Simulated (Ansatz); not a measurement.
# Al2Ru (I4/mmm) in Ansatz: further runs

Runs on Al2Ru. Level: PBEsol. Tasks: relaxation of cell and atoms.

Everything below comes from runs of Ansatz 0.2.0. Logs are shortened: lines on timing, memory, paths and dates and some standing lists are left out, and cuts for length are marked.

**1. The crystal as given**

The structure is tetragonal, space group I4/mmm (No. 139). The conventional cell has a = 3.121 Å, b = 3.121 Å, c = 8.444 Å, α = 90.00°, β = 90.00°, γ = 90.00°. Ru (site symmetry 4/mmm) has 10 Al at 2.58 to 2.88 Å as nearest neighbours. Al (site symmetry 4mm) has 5 Ru at 2.58 to 2.88 Å and 5 Al at 2.69 Å as nearest neighbours.

The cell comes from a database or a generator and needn't be the stable form of this composition.

**2. Relaxation of cell and atoms, PBEsol, target pressure 20 GPa, at which the enthalpy is minimised**

input.yaml reads:

```yaml
crystal:
  lattice:
    - [-1.56042162, 1.56042162, 4.22180559]
    - [1.56042162, -1.56042162, 4.22180559]
    - [1.56042162, 1.56042162, -4.22180559]
  atoms:
    - { symbol: Ru, position: [0.0, 0.0, 0.0] }
    - { symbol: Al, position: [0.34079781, 0.34079781, 0.0] }
    - { symbol: Al, position: [0.65920219, 0.65920219, 0.0] }
hamiltonian:
  xc: pbesol
  pseudopotentials: { kind: paw }
kpoints:
  mp_grid: { grid: [12, 12, 12] }
scf:
  occupations: { method: fermi_dirac, width: 0.05 }
output:
  forces: true
  stress: true
  eigenvalues: true
relax:
  f_tol: 0.01
  max_steps: 40
  cell: { stress_tol: 0.05, p_target: 20.0 }
```

Potentials or basis: Ansatz PAW.

Run with:

```bash
> ansatz run input.yaml --threads 2 --pin off --max-ram 5632MiB --backend cpu --events-out ev --progress --plain --runs-dir out
```

The program printed:

```text
Warning: RAYON_NUM_THREADS=2 ignored (pool sized by the plan → 2); use --threads N
basis.fft_grid_basis auto: the FFT boxes are laid along the combinations [[1, 0, 1], [0, 1, 1], [0, 0, 1]] of the cell's own vectors, 3.121, 3.121 and 4.764 Å long. The dense box has 24×24×32 points. Along the cell's own vectors, as sized, it would have 32×32×32, 1.78 times as many. Of the 16 symmetry operations that the crystal satisfies within crystal.symmetry.tolerance (time reversal apart; of a slab, those that keep its plane) the dense box along the cell's own vectors carries 16, and the one as laid loses 12 of those. basis.fft_grid_basis: typed keeps the cell's own vectors: state it where this run's energies or levels are differenced outside the engine with another run's, or held beside a run that keeps those vectors.
Engine: ansatz 0.2.0, x86_64-unknown-linux-gnu
Pseudopotentials: kind: paw
Pseudopotential: Ru, paw, valence charge 16, recommended cutoff 420 eV (normal), Ru.paw.azcp
Pseudopotential: Al, paw, valence charge 3, recommended cutoff 420 eV (normal), Al.paw.azcp
Functional definition: PBEsol
  exchange = pbesol_x
  correlation = pbesol_c
Crystal: 3 atoms, lattice volume = 41.119 Å³
Basis set: ecut = 420 eV, 795 PW (Γ), FFT grids on a1+a3, a2+a3, a3, exchange–correlation on 48×48×64 points (8 copies of the dense FFT grid, shifted against one another)
Bands: 15, of which v1, the nominal top of the filled ones, is band 11 counted from 1 (10 counted from 0)
Symmetry: 16 space group operations
Space group: I4/mmm (ITA 139), of the structure as read, at distance tolerance 3.5e-5 Å
k-points: 163 of 1728
Non-local potential: Ru, projectors of the file, l = 0: 3, l = 1: 2, l = 2: 2, l = 3: 1
Non-local potential: Al, projectors of the file, l = 0: 2, l = 1: 2, l = 2: 1
PAW form: soft (Blöchl's): semilocal exchange-correlation on the pseudo side does not see the compensation charge
PAW frozen core: Ru, regenerated for the run's functional, and the local potential with it (the file was generated under x = pbe(κ = 0.804, μ = 0.2195149727645171), c = pbe(β = 0.06672455060314922))
PAW frozen core: Al, regenerated for the run's functional, and the local potential with it (the file was generated under x = pbe(κ = 0.804, μ = 0.2195149727645171), c = pbe(β = 0.06672455060314922))
PAW one-centre angular grid: Ru, 590 points (default); XC on 64 Gauss nodes
PAW one-centre angular grid: Al, 110 points (default); XC on 64 Gauss nodes
Initial density: superposition of atomic densities (neutral atoms: chi_scale 0, normalization atom), corrected by the library's trained network
Initial wavefunctions: pseudopotential atomic-orbital guess
Functional: x = pbesol(κ = 0.804, μ = 0.12345679012345678), c = pbesol(β = 0.046)
SCF iter   1: F=—  HF=-6867.580340 eV  |F-HF|=—  |Δ(HF+E_count)|=         —  Δρ=8.37e-3  dr2=3.68e-2  ethr=1.77e-3  ⟨swp⟩=5.4  Hψ=13406  notcnv=0
preconditioner: auto → none  [insulator: Δε(μ)=0.178 eV  Ē_g=7.313 eV  σ=0.050 eV  W_gap=0.64  n_scr=10 (ndim 8)  ℏωp=21.7 eV  f_vac=0.000  D(μ)=0.12/eV (n_scr^D=0)  ε∞_Penn≈9.8]
SCF iter   2: F=—  HF=-6867.573656 eV  |F-HF|=—  |Δ(HF+E_count)|=   6.68e-3  Δρ=2.10e-3  dr2=1.71e-3  ethr=1.67e-4  ⟨swp⟩=2.0  Hψ=4309  notcnv=0
SCF iter   3: F=—  HF=-6867.573331 eV  |F-HF|=—  |Δ(HF+E_count)|=   3.25e-4  Δρ=5.06e-4  dr2=5.76e-5  ethr=7.77e-6  ⟨swp⟩=2.4  Hψ=3649  notcnv=0
SCF iter   4: F=—  HF=-6867.573324 eV  |F-HF|=—  |Δ(HF+E_count)|=   6.88e-6  Δρ=5.85e-5  dr2=1.28e-6  ethr=2.62e-7  ⟨swp⟩=1.9  Hψ=3180  notcnv=0
iter 5 did not close the SCF: its close was put off for the readings that it lacked (scf_convergence_deferred on its scf_iter line)
SCF iter   5: F=-6867.573323 eV  HF=-6867.573323 eV  |F-HF|=5.07e-9  |Δ(HF+E_count)|=   4.19e-7  Δρ=1.25e-5  dr2=3.07e-8  ethr=5.82e-9  ⟨swp⟩=2.5  Hψ=3904  notcnv=0
SCF iter   6: F=-6867.573323 eV  HF=-6867.573323 eV  |F-HF|=3.30e-10  |Δ(HF+E_count)|=  6.82e-10  Δρ=3.51e-6  dr2=1.72e-9  ethr=1.40e-10  ⟨swp⟩=1.9  Hψ=7798  notcnv=0
SCF 1 converged in 6 iterations: F = -6867.573323 eV  dr2 = 1.72e-9
relax step   1: F+E_penalty+E_count = -6867.57332328 eV  Δ(F+E_penalty+E_count) = +0.000e0 eV  max|allowed force component| = 4.761e-2 eV/Å  Δτ_max = 0.0000 Å  P = -0.428 GPa  Ω = 41.119 Å³  (6 SCF iters, dr2 threshold 1.00e-7 eV, accepted)
Crystal: 3 atoms, lattice volume = 35.727 Å³
[... 74 lines left out ...]
SCF converged after 4 iterations
Free energy (F): -6867.366864 eV
Harris-Foulkes:  -6867.366864 eV  (|F-HF|=1.82e-12)
Internal energy: -6867.365284 eV  (E = F + TS)
E sigma→0 (E₀):  -6867.366074 eV
Entropy (-TS):   -0.001580 eV (-0.527 meV/atom)
Fermi energy:    15.662075 eV
--- Per-component energies (eV) ---
  E_band       = -114.572604
  E_kinetic    = 573.614952
  E_local      = -2056.158780  (includes V_loc(G=0)·N_el)
  E_nonlocal   = 367.198824
  E_hartree    = 768.293402
  E_xc         = -273.953274
  E_vxc        = -304.321307  (∫ρ·V_xc dr)
  E_paw        = -4310.618410  (= ΣΔE_a)
  E_vpaw       = -231.492971  (= ΣTr[D̂ρ^β])
  E_aug_tail   = -0.000196  (compensation charges beyond the density's cutoff)
  E_ewald      = -1936.033377
  E_core_change = 0.291574  (= ΣΔE_core)
  E_smearing   = -0.001580  (= −TS)
  E_closure    = 0.000000  (closes the sum)
  Σ components = -6867.366864   (vs F -6867.366864, Δ=0.00e0)
--- Forces (eV/Å), atoms counted from 1 ---
  atom   1  Ru    -0.00000000     0.00000000    -0.00000000
  atom   2  Al     0.00000000     0.00000000     0.00033432
  atom   3  Al     0.00000000     0.00000000    -0.00033432
  max |Σ_I F_I| component: 1.04e-17 eV/Å
--- Stress (GPa, compression-positive) ---
       19.989345       0.000000       0.000000
        0.000000      19.989345       0.000000
        0.000000      -0.000000      20.017045
  P = ⅓ Tr σ = 19.9986 GPa (199.986 kbar)
--- Band table (eV; the first three rows and the last of 163) ---
  k-point 0: bands = ["-56.9281", "-26.9757", "-26.9757", "-26.9337", "4.1049", "9.7303", "11.3608", "13.4598", "13.4598", "13.7270", "14.6625", "18.4791", "20.0866", "22.2082", "22.2082"]
  k-point 1: bands = ["-56.9263", "-26.9878", "-26.9868", "-26.9311", "4.3489", "9.9446", "11.4818", "12.7071", "13.1120", "14.3282", "14.6325", "18.4181", "19.6241", "21.2417", "21.8953"]
  k-point 2: bands = ["-56.9214", "-27.0201", "-27.0172", "-26.9242", "5.0593", "10.5125", "11.8474", "12.0866", "12.3026", "13.4789", "15.5468", "18.3374", "19.0175", "20.1099", "21.1710"]
  k-point 162: bands = ["-56.9280", "-26.9758", "-26.9758", "-26.9379", "6.0691", "6.7923", "11.1672", "12.6764", "13.9561", "13.9561", "14.6949", "19.0127", "19.0127", "21.9901", "22.6770"]
--- Relaxed structure (6 steps of the walk, 6 accepted, 2 SCFs on fresh bases) ---
  F+E_penalty+E_count = -6867.36686434 eV   max|allowed force component| = 3.343e-4 eV/Å   (the final SCF, on the basis selected at the relaxed cell)
  cell:  # Å, volume = 37.4352 Å³
    - [-1.514776109231511, 1.514776109231511, 4.078716045642703]
    - [1.514776109231511, -1.514776109231511, 4.078716045642703]
    - [1.514776109231511, 1.514776109231511, -4.078716045642703]
  atoms:
    - { symbol: Ru, position: [-4.1089610570552285e-19, -4.108961057055228e-19, 3.511468266270853e-35] }
    - { symbol: Al, position: [0.3391372784314185, 0.3391372784314185, -4.5285958875963983e-35] }
    - { symbol: Al, position: [0.6608627215685815, 0.6608627215685815, -1.0464357348037248e-34] }
```

Wall time 66 s (2 threads of AMD EPYC (Zen 3), shared host); peak memory 0.42 GiB.

Results:

* Free energy: -6867.3669 eV
* Relaxed volume: 12.48 Å³/atom
* Relaxed cell: a = 4.607 Å, b = 4.607 Å, c = 4.607 Å, α = 141.61°, β = 141.61°, γ = 55.42°
* Space group after relaxing (to 0.05 Å): I4/mmm (No. 139)
* Energy change on relaxing (the enthalpy is what falls): +68.8 meV/atom
* Ionic steps: 8
* Pressure after relaxing: 20.0 GPa
* Band gap on the k mesh: none (metal or under the smearing width)

The path:
```tsv
step	energy change (eV)	largest force (eV/Å)	volume (Å³)
1	0.0000	0.0476	41.12
2	0.4876	0.1338	35.73
3	0.1755	0.0273	37.69
4	0.2063	0.0268	37.43
5	0.2049	0.0034	37.44
6	0.2059	0.0030	37.44
7	0.2065	0.0003	37.44
8	0.2065	0.0003	37.44
```

Final structure:
```cif
data_structure
_symmetry_space_group_name_H-M 'P 1'
_symmetry_Int_Tables_number 1
_cell_length_a 4.6071
_cell_length_b 4.6071
_cell_length_c 4.6071
_cell_angle_alpha 141.609
_cell_angle_beta 141.609
_cell_angle_gamma 55.419
_cell_volume 37.44
loop_
_atom_site_label
_atom_site_type_symbol
_atom_site_fract_x
_atom_site_fract_y
_atom_site_fract_z
_atom_site_occupancy
Ru1 Ru 0.00000 0.00000 0.00000 1
Al1 Al 0.33914 0.33914 0.00000 1
Al2 Al 0.66086 0.66086 0.00000 1
```

Caveat: the plane-wave basis is chosen anew once the cell has moved, so the energies of steps on either side of that aren't comparable; the PAW data sets come from PBE, with cores solved anew for the run's functional, which leaves a small shift of forces and pressure.

**3. Relaxation of cell and atoms, PBEsol, target pressure 30 GPa, at which the enthalpy is minimised**

Changes to input.yaml since step 2:

```diff
@@ -23,2 +23,2 @@
   max_steps: 40
-  cell: { stress_tol: 0.05, p_target: 20.0 }
+  cell: { stress_tol: 0.05, p_target: 30.0 }
```

Potentials or basis: Ansatz PAW.

Run with:

```bash
> ansatz run input.yaml --threads 2 --pin off --max-ram 5632MiB --backend cpu --events-out ev --progress --plain --runs-dir out
```

It took 44 s on 2 threads of AMD EPYC (Zen 3), shared host; peak memory 0.43 GiB.

The run converged. Its results:

* Free energy: -6867.1634 eV
* Relaxed volume: 12.04 Å³/atom
* Relaxed cell: a = 4.553 Å, b = 4.553 Å, c = 4.553 Å, α = 141.61°, β = 141.61°, γ = 55.41°
* Space group after relaxing (to 0.05 Å): I4/mmm (No. 139)
* Energy change on relaxing (the enthalpy is what falls): +136.7 meV/atom
* Ionic steps: 7
* Pressure after relaxing: 30.0 GPa
* Band gap on the k mesh: none (metal or under the smearing width)

Step by step:
```
step  energy change (eV)  largest force (eV/Å)  volume (Å³)
   1              0.0000                0.0476        41.12
   2              0.5503                0.0345        35.44
   3              0.3836                0.0301        36.26
   4              0.4075                0.0065        36.13
   5              0.4088                0.0068        36.13
   6              0.4100                0.0002        36.12
   7              0.4100                0.0002        36.12
```

Final structure:
```xyz
3
Lattice="-1.4968 1.4968 4.0310 1.4968 -1.4968 4.0310 1.4968 1.4968 -4.0310" Properties=species:S:1:pos:R:3 pbc="T T T"
Ru    0.0000    0.0000    0.0000
Al    0.0000    0.0000    2.7295
Al    0.0000    0.0000    5.3325
```

Levels at points of the mesh, in eV from the Fermi level:
```
              k point  band 9  band 10  band 11  band 12  band 13  band 14
   (0.00, 0.00, 0.00)   -2.29    -1.94    -1.01     2.97     4.33     6.73
  (0.00, 0.00, -0.50)   -3.58    -1.21    -0.27     0.48     2.20     2.36
  (0.00, -0.50, 0.00)   -2.93    -2.90    -1.65     0.84     3.72     5.34
(-0.50, -0.50, -0.50)   -1.77    -1.77    -0.98     3.45     3.45     6.34
```

Caveat: the plane-wave basis is chosen anew once the cell has moved, so the energies of steps on either side of that aren't comparable; the PAW data sets come from PBE, with cores solved anew for the run's functional, which leaves a small shift of forces and pressure.
